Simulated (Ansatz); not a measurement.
Wanted: the native input for an Ansatz 0.2.0 run.

- Task: single point
- Functional: PBEsol
- Potentials or basis: all-electron LAPW, scalar-relativistic
- Cutoff: 400 eV (chosen from the basis error)
- Basis error allowed: 0.001 eV/atom
- k mesh: 7 × 7 × 7
- Occupations: gaussian, width 0.05 eV
- Spin: collinear spin, ferromagnetic start
- Starting moments: [2.0, 0.0] μB
- Hubbard terms: Co d U = 3 eV

CoO:

```
CELL_PARAMETERS angstrom
0.00000 2.34364 2.34364
2.34364 0.00000 2.34364
2.34364 2.34364 0.00000
ATOMIC_POSITIONS crystal
Co 0.00000 0.00000 0.00000
O 0.25000 0.25000 0.25000
```

Measurements of this composition are mostly on another form, of space group No. 225.

The input as run:

input.yaml

```yaml
crystal:
  lattice:
    - [0.0, 2.34364184, 2.34364184]
    - [2.34364184, 0.0, 2.34364184]
    - [2.34364184, 2.34364184, 0.0]
  atoms:
    - { symbol: Co, position: [0.0, 0.0, 0.0], spin: 2.0 }
    - { symbol: O, position: [0.25, 0.25, 0.25] }
kpoints:
  mp_grid: { grid: [7, 7, 7] }
scf:
  occupations: { method: gaussian, width: 0.05 }
hamiltonian:
  xc: pbesol
  pseudopotentials: { kind: all_electron, lapw: { basis_error: 0.001 } }
  hubbard:
    sites: [{ species: Co, l: d, u_eff: 3 }]
    double_counting: fll
    projectors: ortho-atomic
magnetization:
  spin_polarized: true
output:
  forces: true
  stress: true
  eigenvalues: true
  hubbard: {}
```

Potentials or basis: all-electron LAPW, scalar-relativistic.

Run with:

```sh
$ ansatz run input.yaml --threads 2 --pin off --max-ram 6144MiB --backend cpu --events-out ev --progress --plain --runs-dir out
```

It gave:

- Pressure: -10.1 GPa
- Band gap on the k mesh: 0.30 eV, direct
- Net moment: 3.00 μB per cell
- Absolute moment: 3.00 μB per cell
- Site moments: Co +2.63; O +0.21 μB

Caveat: the magnetic state may not be the lowest; U is the effective U less J, on atomic orbitals that reach past the spheres; a cell with one magnetic atom can't hold antiferromagnetic order, which such compounds often take.

It took 37 s on 2 threads of Arm Neoverse V2 (shared host), peak memory 0.5 GiB.
